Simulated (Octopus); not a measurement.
## CoO in Octopus: the effect of Hubbard term

The system is CoO.

```
Co O
1.0
     0.00000    2.13150    2.13150
     2.13150    0.00000    2.13150
     2.13150    2.13150    0.00000
Co O
1 1
Direct
  0.00000 0.00000 0.00000
  0.50000 0.50000 0.50000
```

Alike in all runs:

```yaml
Program: Octopus 16.4
Task: single point
Functional: LDA
Potentials_or_basis: pseudodojo_lda (PseudoDojo 0.4, LDA)
Grid_spacing: 0.144 Å
k_mesh: 7 × 7 × 7
Occupations: fermi-dirac, width 0.05 eV
Spin: collinear spin, ferromagnetic start
Starting_moments: "[4.0, 0.0] μB"
Eigensolver: chebyshev_filter
k-point_symmetries_used: yes
ConvRelDens: 1e-06
ExtraStates: 10
DerivativesOrder: 8
```

```tsv
Hubbard term	moment (μB)
none	2.87
Co d U = 2 eV	2.99
Co d U = 4 eV	2.99
Co d U = 6 eV	2.96
Co d U = 8 eV	?
```

What does the run with Hubbard term Co d U = 8 eV give?

Moment 2.62 μB.

Worked out: A parabola through the other rows of the moment, of slope -0.0803 μB per eV there, extrapolates to 2.83 μB, against the run's 2.62. The fit is too stiff a form for this range.

Caveats: all runs use coarse meshes; a cell with one magnetic atom can't hold antiferromagnetic order, which such compounds often take; U acts on the potentials' truncated atomic orbitals, so values differ from other programs' at the same U, and they weren't checked against one (some runs).
